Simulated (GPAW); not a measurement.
# SiNi (P2_13) in GPAW: band structure with r2SCAN

Aim: the band structure of SiNi with r2SCAN.

Program: GPAW 26.7.0. These are calculated values, not measurements. Logs are shortened: lines on timing, memory, paths and dates and some standing lists are left out, and cuts for length are marked. The log counts tension as positive stress, the text compression.

## Step 1: The crystal as given

The structure is cubic, space group P2_13 (No. 198). Conventional cell: a = 4.504 Å, b = 4.504 Å, c = 4.504 Å, α = 90.00°, β = 90.00°, γ = 90.00°. Ni (site symmetry 3) has 7 Si at 2.36 to 2.44 Å as nearest neighbours. Si (site symmetry 3) is surrounded by 7 Ni at 2.36 to 2.44 Å.

The cell is a database's computed one.

## Step 2: Band structure, r2SCAN, collinear spin, ferromagnetic start

File run.py:

```python
from ase import Atoms
from ase.dft.bandgap import bandgap
from ase.io import write
from ase.units import GPa
from gpaw import GPAW, PW

atoms = Atoms(['Ni', 'Ni', 'Ni', 'Ni', 'Si', 'Si', 'Si', 'Si'],
              cell=[[4.503694, 0.0, 0.0],
                    [0.0, 4.503694, 0.0],
                    [0.0, 0.0, 4.503694]],
              scaled_positions=[[0.149504, 0.149504, 0.149504],
                                [0.649504, 0.350496, 0.850496],
                                [0.850496, 0.649504, 0.350496],
                                [0.350496, 0.850496, 0.649504],
                                [0.84683, 0.84683, 0.84683],
                                [0.34683, 0.65317, 0.15317],
                                [0.15317, 0.34683, 0.65317],
                                [0.65317, 0.15317, 0.34683]],
              pbc=True)
atoms.set_initial_magnetic_moments([1.0, 1.0, 1.0, 1.0, 0.0, 0.0, 0.0, 0.0])

calc = GPAW(mode=PW(600),
            xc='MGGA_X_R2SCAN+MGGA_C_R2SCAN',
            kpts={'size': (5, 5, 5), 'gamma': True},
            occupations={'name': 'fermi-dirac', 'width': 0.05},
            nbands=68,
            convergence={'density': 1e-05, 'energy': 1e-05},
            maxiter=150,
            txt='gpaw.txt')
atoms.calc = calc
energy = atoms.get_potential_energy()
forces = atoms.get_forces()
stress = atoms.get_stress()
calc.write('gs.gpw')
write('result.traj', atoms)
print(f'Energy: {energy:.6f} eV')
print('Forces (eV/A):')
print(forces.round(4))
print('Stress (GPa):', (stress / GPa).round(3))
print('Moments:', calc.get_magnetic_moments().round(3))
print('Fermi level:', round(calc.get_fermi_level(), 4), 'eV')
print(f'Gap: {bandgap(calc)[0]:.4f} eV, direct: {bandgap(calc, direct=True)[0]:.4f} eV')

path = atoms.cell.bandpath('GXMGRX,MR', npoints=60, eps=1e-4)
bs_calc = calc.fixed_density(kpts=path, symmetry='off', nbands=94,
                             convergence={'bands': 'CBM+6.0', 'eigenstates': 1e-6}, txt='bands.txt')
bs = bs_calc.band_structure()
bs.write('bs.json')
print(f'Gap on the path: {bandgap(bs_calc)[0]:.4f} eV')
```

Potentials or basis: GPAW PAW data sets (gpaw-data 1.2.1), pw.

Started as:

```bash
$ OMP_NUM_THREADS=1 python run.py
```

gpaw.txt:

```text
__  _  _
 | _ |_)|_||  |
 |__||  | ||/\| - 26.7.0

Input parameters:
  mode=PW(ecut=600.0),
  convergence={'density': 1e-05, 'energy': 1e-05},
  kpts=MonkhorstPack(size=(5, 5, 5), gamma=True),
  maxiter=150,
  nbands=68,
  occupations=Occupations(name='fermi-dirac', width=0.05),
  xc=XC(name='MGGA_X_R2SCAN+MGGA_C_R2SCAN')

Diagonalizing LCAO Hamiltonian
Converting LCAO to pw mode
    .----------.
   /|        Si|
  / |          |
 *  |  NiNi    |
 |  Si         |
 |  |       Ni |
 |  .--SiSi----.
 | /          /
 |/Ni        /
 *----------*

Atoms  # Å, Bohr magnetons
|   | symbol |        x |        y |        z |    initial magnetic moments |
|---|--------|----------|----------|----------|-----------------------------|
| 0 |     Ni | 0.673320 | 0.673320 | 0.673320 | ( 0.0000,  0.0000,  1.0000) |
| 1 |     Ni | 2.925167 | 1.578527 | 3.830374 | ( 0.0000,  0.0000,  1.0000) |
| 2 |     Ni | 3.830374 | 2.925167 | 1.578527 | ( 0.0000,  0.0000,  1.0000) |
| 3 |     Ni | 1.578527 | 3.830374 | 2.925167 | ( 0.0000,  0.0000,  1.0000) |
| 4 |     Si | 3.813863 | 3.813863 | 3.813863 | ( 0.0000,  0.0000,  0.0000) |
| 5 |     Si | 1.562016 | 2.941678 | 0.689831 | ( 0.0000,  0.0000,  0.0000) |
| 6 |     Si | 0.689831 | 1.562016 | 2.941678 | ( 0.0000,  0.0000,  0.0000) |
| 7 |     Si | 2.941678 | 0.689831 | 1.562016 | ( 0.0000,  0.0000,  0.0000) |

Unit cell  # Å
| periodic |        x |        y |        z |  lengths |    angles |
|----------|----------|----------|----------|----------|-----------|
|      yes | 4.503694 | 0.000000 | 0.000000 | 4.503694 | 90.000000 |
|      yes | 0.000000 | 4.503694 | 0.000000 | 4.503694 | 90.000000 |
|      yes | 0.000000 | 0.000000 | 4.503694 | 4.503694 | 90.000000 |

Number of symmetries: 3
Symmetry operations  # r_c * U_cc + t_c -> r_c
|   | kind |            matrix            |
|---|------|------------------------------|
| 0 |  E   |  1, 0, 0,  0, 1, 0,  0, 0, 1 |
| 1 |  C3  |  0, 1, 0,  0, 0, 1,  1, 0, 0 |
| 2 |  C3  |  0, 0, 1,  1, 0, 0,  0, 1, 0 |

BZ-sampling:
  Number of BZ points: 125
  Number of IBZ points: 23

  Monkhorst-Pack size: [5, 5, 5]
  Monkhorst-Pack shift: [0, 0, 0]

K-points  # in reciprocal-cell coordinates
|     |                                coordinates |     weight |
|-----|--------------------------------------------|------------|
|   0 | (  0.00000000,   0.00000000,   0.00000000) | 0.00800000 |
|   1 | (  0.20000000,   0.00000000,  -0.20000000) | 0.04800000 |
|   2 | (  0.20000000,   0.00000000,   0.00000000) | 0.04800000 |
|   3 | (  0.20000000,   0.20000000,  -0.20000000) | 0.04800000 |
|   4 | (  0.20000000,   0.20000000,   0.00000000) | 0.04800000 |
|   5 | (  0.20000000,   0.20000000,   0.20000000) | 0.01600000 |
|   6 | (  0.40000000,  -0.20000000,  -0.40000000) | 0.04800000 |
|   7 | (  0.40000000,  -0.20000000,  -0.20000000) | 0.04800000 |
|   8 | (  0.40000000,  -0.20000000,   0.00000000) | 0.04800000 |
|   9 | (  0.40000000,  -0.20000000,   0.20000000) | 0.04800000 |
| ... |                                            |            |
|  22 | (  0.40000000,   0.40000000,   0.40000000) | 0.01600000 |

Plane wave coefficients: 3064
Cutoff: 600.0 eV

Spin-components: 2 (collinear spins)
Bands:           68
Projectors:      44
Spin-degeneracy: 1
Datatype:        complex128

Parallelization:
  kpt:    1
  domain: 1
  band:   1

Density:
  Valence electrons: 80.0
  Components: 2
  Grid points: [27 27 27]
  Charge: 0.0  # |e|

Potential:
  Grid points: [27 27 27]

species:
  Ni:
    name:    Nickel
    Z:       28.0
    valence: 16
    core:    12
    charge:  0.0  # [|e|]
    compensation charges:
      type: gauss
      rc: 0.36  # [Å]
      lmax: 2
    cutoffs:
      filter: 2.14  # [Å]
      core: 1.98  # [Å]
    projectors
    | kind |    occ | energy [eV] | rcut [Å] |
    |------|--------|-------------|----------|
    |   4s |  2.000 |      -5.642 |    1.164 |
    |   3p |  6.000 |     -71.394 |    1.207 |
    |   4p |  0.000 |      -1.226 |    1.207 |
    |   3d |  8.000 |      -8.875 |    1.138 |
    |    s |        |      21.570 |    1.164 |
    |    d |        |      18.337 |    1.138 |

    Using partial waves for Ni as LCAO basis

  Si:
    name:    Silicon
    Z:       14.0
    valence: 4
    core:    10
    charge:  0.0  # [|e|]
    compensation charges:
      type: gauss
      rc: 0.33  # [Å]
      lmax: 2
    cutoffs:
      filter: 1.86  # [Å]
      core: 2.06  # [Å]
    projectors
    | kind |    occ | energy [eV] | rcut [Å] |
    |------|--------|-------------|----------|
    |   3s |  2.000 |     -10.812 |    1.058 |
    |   3p |  2.000 |      -4.081 |    1.058 |
    |    s |        |      16.399 |    1.058 |
    |    p |        |      23.130 |    1.058 |
    |    d |        |       0.000 |    1.058 |

    Using partial waves for Si as LCAO basis

Reference energy: -197017.370790  # eV

eigensolver:
  PPCG
  Converge bands: occupied
  niter=2

density mixing:
  MSR1-Mixer
  Pratt-step length: 0.05
  Maximum mixing coefficient: 0.75
  Old densities: 10
  SVD Regularization: 0.005
  Good broyden scale: 1.0
  Trust region scale: 1.0
  Backstep threshold: 4.0
  History deletion threshold: 6.0
  Fourier metric: weight=20.0, sigma=0.015

occupation numbers:
  Fermi-Dirac:
    width: 0.0500  # eV

poisson solver:
  ecut: 4800.0  # eV

xc functional:
  name: MGGA_X_R2SCAN+MGGA_C_R2SCAN with 2 nearest neighbor stencil

convergence criteria:
- Maximum integral of absolute [dens]ity change: 1e-05 electrons / valence electron
- Maximum [total energy] change in last 3 cyles: 1e-05 eV / valence electron
- Maximum integral of absolute [eigenst]ate change: 4e-08 eV^2 / valence electron
maximum number of iterations: 150

SCF iterations
|iter     | |      energy | eigst |  dens |  magmom |
|---------|-|-------------|-------|-------|---------|
|iter:   1| |  -94.974352 | +0.80 |       |  +4.0053|
|iter:   2| |  -88.148496 | -0.52 | -0.99 |  +3.8506|
|iter:   3| |  -87.837807 | -1.59 | -1.09 |  +3.0397|
|iter:   4| |  -88.312782 | -1.90 | -1.29 |  +1.7447|
|iter:   5| |  -88.586169 | -2.21 | -1.63 |  +0.4474|
|iter:   6| |  -88.691157 | -2.57 | -1.90 |  +0.3109|
|iter:   7| |  -88.590183 | -2.85 | -1.84 |  -0.0249|
|iter:   8| |  -88.595627 | -3.60 | -2.26 |  -0.0162|
|iter:   9| |  -88.597650 | -3.95 | -2.65 |  +0.0051|
|iter:  10| |  -88.597843 | -4.80 | -3.18 |  +0.0054|
|iter:  11| |  -88.597925c| -5.23 | -3.50 |  +0.0055|
|iter:  12| |  -88.597955c| -5.44 | -3.82 |  +0.0031|
|iter:  13| |  -88.597959c| -6.31 | -4.24 |  +0.0017|
|iter:  14| |  -88.597961c| -6.69 | -4.57 |  +0.0005|
|iter:  15| |  -88.597961c| -7.53c| -5.03c|  +0.0001|

Converged in 15 steps
Energy contributions relative to reference atoms: (reference = -197017.370790)

Energy contributions:
  Kinetic:          67.851384
  Coulomb:         -47.664502
  Zero:              0.163530
  External:          0.000000
  Xc:             -108.938959
  Entropy:          -0.018827
  Spinorbit:         0.000000
  ----------------------------
  Free energy:     -88.607374
  Extrapolated:    -88.597961

dipole moment: (-0.000007, -0.000007, -0.000007)  # |e|*Ang

Total magnetic moment: (0.000000, 0.000000, 0.000065)

Local magnetic moments
|        x |        y |         z |
|----------|----------|-----------|
| 0.000000 | 0.000000 |  0.000007 |  # Ni   0
| 0.000000 | 0.000000 | -0.000007 |  # Ni   1
| 0.000000 | 0.000000 | -0.000007 |  # Ni   2
| 0.000000 | 0.000000 | -0.000007 |  # Ni   3
| 0.000000 | 0.000000 | -0.000004 |  # Si   4
| 0.000000 | 0.000000 | -0.000004 |  # Si   5
| 0.000000 | 0.000000 | -0.000004 |  # Si   6
| 0.000000 | 0.000000 | -0.000004 |  # Si   7

Fermi level: 11.153
Eigenvalues  # (at kpt = [0.000, 0.000, 0.000])
| band index |      eig [eV] | occ [0-1] |      eig [eV] | occ [0-1] |
|------------|---------------|-----------|---------------|-----------|
|          0 |       -55.882 |     1.000 |       -55.882 |     1.000 |
|        ... |               |           |               |           |
|         31 |         8.614 |     1.000 |         8.614 |     1.000 |
|         32 |         8.614 |     1.000 |         8.614 |     1.000 |
|         33 |         8.614 |     1.000 |         8.614 |     1.000 |
|         34 |         8.716 |     1.000 |         8.716 |     1.000 |
|         35 |         8.716 |     1.000 |         8.716 |     1.000 |
|         36 |         9.369 |     1.000 |         9.369 |     1.000 |
[... 8 lines left out ...]
|         45 |        13.149 |     0.000 |        13.149 |     0.000 |
|         46 |        13.149 |     0.000 |        13.149 |     0.000 |
|        ... |               |           |               |           |
|         67 |        30.297 |     0.000 |        30.292 |     0.000 |

No gap
No difference between direct/indirect transitions

Forces  # eV/Ang
|        x |        y |        z |
|----------|----------|----------|
| -0.00226 | -0.00226 | -0.00226 |  # Ni   0
| -0.00229 |  0.00227 |  0.00227 |  # Ni   1
|  0.00227 | -0.00229 |  0.00227 |  # Ni   2
|  0.00227 |  0.00227 | -0.00229 |  # Ni   3
|  0.00006 |  0.00006 |  0.00006 |  # Si   4
|  0.00004 | -0.00005 | -0.00006 |  # Si   5
| -0.00006 |  0.00004 | -0.00005 |  # Si   6
| -0.00005 | -0.00006 |  0.00004 |  # Si   7

Stress tensor  # eV/Ang^3
|         x |         y |         z |
|-----------|-----------|-----------|
|  0.018384 | -0.000000 | -0.000000 |
| -0.000000 |  0.018384 | -0.000000 |
| -0.000000 | -0.000000 |  0.018384 |

# Writing to gs.gpw (mode='')
```

It took 29 min on 1 thread of Arm Neoverse V2, shared host; peak memory 1.1 GiB.

Results:

```yaml
Free_energy: -88.6074 eV
Pressure: -2.9 GPa
Largest_force: 0.004 eV/Å
Band_gap_along_the_path: none (metal or under the smearing width)
Net_moment: 0.00 μB per cell
```

Forces on the atoms (eV/Å):
```
Ni  -0.002 -0.002 -0.002
Ni  -0.002  0.002  0.002
Ni   0.002 -0.002  0.002
Ni   0.002  0.002 -0.002
Si   0.000  0.000  0.000
Si   0.000  0.000  0.000
Si   0.000  0.000  0.000
Si   0.000  0.000  0.000
```

Levels at the corners of the path, in eV from the Fermi level:
Spin up:
```csv
point,band 38,band 39,band 40,band 41,band 42,band 43
Γ,-1.78,-1.78,1.04,1.04,1.04,1.31
X,-2.20,-0.76,-0.76,-0.24,-0.24,2.82
M,-1.74,-1.13,-1.13,0.33,0.33,0.85
Γ,-1.78,-1.78,1.04,1.04,1.04,1.31
R,-1.99,-1.99,-1.99,4.40,4.40,4.40
X,-2.20,-0.76,-0.76,-0.24,-0.24,2.82
M,-1.74,-1.13,-1.13,0.33,0.33,0.85
R,-1.99,-1.99,-1.99,4.40,4.40,4.40
```
Spin down:
| point | band 38 | band 39 | band 40 | band 41 | band 42 | band 43 |
| --- | --- | --- | --- | --- | --- | --- |
| Γ | -1.78 | -1.78 | 1.04 | 1.04 | 1.04 | 1.31 |
| X | -2.20 | -0.76 | -0.76 | -0.24 | -0.24 | 2.82 |
| M | -1.74 | -1.13 | -1.13 | 0.33 | 0.33 | 0.85 |
| Γ | -1.78 | -1.78 | 1.04 | 1.04 | 1.04 | 1.31 |
| R | -1.99 | -1.99 | -1.99 | 4.40 | 4.40 | 4.40 |
| X | -2.20 | -0.76 | -0.76 | -0.24 | -0.24 | 2.82 |
| M | -1.74 | -1.13 | -1.13 | 0.33 | 0.33 | 0.85 |
| R | -1.99 | -1.99 | -1.99 | 4.40 | 4.40 | 4.40 |

Caveat: the stock nickel data set gives pressures a few GPa off other programs; the PAW data sets were made with another functional, which shifts forces and pressure a little.
